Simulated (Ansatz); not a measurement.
Method: DFT PBE, scalar-relativistic, plane waves, PAW (Ansatz 0.2.0). Settings: cutoff 420 eV, Γ-centred meshes spaced at most about 0.3 Å⁻¹, and about 0.25 Å⁻¹ or finer for metals (2π included), Gaussian smearing. No spin polarisation.

These are static total energies at zero pressure.

Two forms of Ta5Si were relaxed alike.

A.

```yaml
crystal:
  lattice:
    - [-3.18717, 3.18717, 2.63465]
    - [3.18717, -3.18717, 2.63465]
    - [3.18717, 3.18717, -2.63465]
  atoms:
    - { symbol: Ta, position: [0.50000, 0.50000, 0.00000] }
    - { symbol: Ta, position: [0.91070, 0.41070, 0.82140] }
    - { symbol: Ta, position: [0.41070, 0.58930, 0.50000] }
    - { symbol: Ta, position: [0.58930, 0.08930, 0.17860] }
    - { symbol: Ta, position: [0.08930, 0.91070, 0.50000] }
    - { symbol: Si, position: [0.00000, 0.00000, 0.00000] }
```

B.

```yaml
crystal:
  lattice:
    - [4.63917, 0.00000, 0.00000]
    - [-2.31959, 4.01764, 0.00000]
    - [0.00000, 0.00000, 5.60015]
  atoms:
    - { symbol: Ta, position: [0.00000, 0.00000, 0.50000] }
    - { symbol: Ta, position: [0.66667, 0.33333, 0.67530] }
    - { symbol: Ta, position: [0.66667, 0.33333, 0.17396] }
    - { symbol: Ta, position: [0.33333, 0.66667, 0.32470] }
    - { symbol: Ta, position: [0.33333, 0.66667, 0.82604] }
    - { symbol: Si, position: [0.00000, 0.00000, 0.00000] }
```

Problem. Which form is favoured at zero pressure, and by what margin per atom?

Solution. B is lower, by 41 meV/atom. A has space group I422 (No. 97), 17.8 Å³/atom and no gap on its mesh; B has Ta and Si ordered on bcc sites, space group P-3m1 (No. 164), 17.4 Å³/atom and no gap. Counting Ta atoms around Si (those within 1.25 times the shortest such distance or 1.15 times the sum of covalent radii, 1.27 where that leaves under three; a plus sign parts nearer from farther groups), A has Si 10 and B has Si 8+6. Both come from invented guesses. The lowest form computed isn't among them: it has space group P4/mmm (No. 123), 17.4 Å³/atom and lies 132 meV/atom below the best shown.

These runs have no spin–orbit coupling, which can matter for Ta. Cells relaxed within their symmetry can be saddle points. Some candidate types were left out of the draw beforehand, so a known form may be missing.
